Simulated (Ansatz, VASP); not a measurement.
WS2 in VASP and in Ansatz

File INCAR:

```
PREC     = Accurate       # precision mode
ENCUT    = 520            # plane-wave cutoff, eV
EDIFF    = 1E-6           # SCF threshold, eV
ISMEAR   = -1             # smearing method
SIGMA    = 0.02           # smearing width, eV
LREAL    = F              # projectors in reciprocal space
LASPH    = T              # aspherical terms in the spheres
NELM     = 60             # most SCF steps
ALGO     = Normal         # electronic algorithm
ISIF     = 2              # what is computed and relaxed
LWAVE    = F              # write WAVECAR
LCHARG   = F              # write CHGCAR
GGA      = PE             # functional
NBANDS   = 20             # bands
```

File KPOINTS:

```
regular mesh
0
Gamma
  6 6 4
```

Contents of POSCAR:

```
WS2
1.0
    3.2287644061      0.0000000000      0.0000000000
   -1.6143822031      2.7961919985      0.0000000000
    0.0000000000      0.0000000000      5.9936451124
W S
1 2
Direct
    0.0000000000      0.0000000000      0.0000000000
    0.3333333333      0.6666666667      0.2566832689
    0.6666666667      0.3333333333      0.7433167311
```

Input for Ansatz:

```yaml
crystal:
  lattice:
    - [3.2287644061, 0.0, 0.0]
    - [-1.6143822031, 2.7961919985, 0.0]
    - [0.0, 0.0, 5.9936451124]
  atoms:
    - { symbol: W, position: [0.0, 0.0, 0.0] }
    - { symbol: S, position: [0.3333333333, 0.6666666667, 0.2566832689] }
    - { symbol: S, position: [0.6666666667, 0.3333333333, 0.7433167311] }
kpoints:
  mp_grid: { grid: [6, 6, 4] }
hamiltonian:
  xc: pbe
scf:
  occupations: { method: fermi_dirac, width: 0.02 }
  n_extra_bands: 4
output:
  forces: true
  stress: true
  eigenvalues: true
basis:
  ecutwfc: 500
```

Alike in both runs: task single point; functional PBE; k mesh 6 × 6 × 4; occupations fermi-dirac, width 0.02 eV; no spin polarisation.

```csv
,VASP,Ansatz
version,VASP 6.6.1,Ansatz 0.2.0
potentials or method,"VASP PAW PBE potentials, release 64 (W_sv, S)",plane waves
plane-wave cutoff (eV),520,500
valence electrons in the cell,26,26
```

VASP gave:

- pressure (GPa): 3.0
- largest component of the traceless stress (GPa): 2.15
- rms of the force components (eV/Å): 0.124

Problem. Estimate Ansatz's values.

Solution. Pressure (GPa): 3.1; largest component of the traceless stress (GPa): 2.13; rms of the force components (eV/Å): 0.125.

Atom by atom the forces differ by 0.000 eV/Å (rms over components). The functional is the same, so the differences come from potentials, cutoffs and numerics.

Caveats: the k mesh is coarse (spacing up to 0.37 Å⁻¹), so the values aren't converged; this functional lacks dispersion, which binds the layers, so the pressure and a relaxed spacing across them are unreliable. Spin-orbit coupling is left out, which matters for the levels of W.
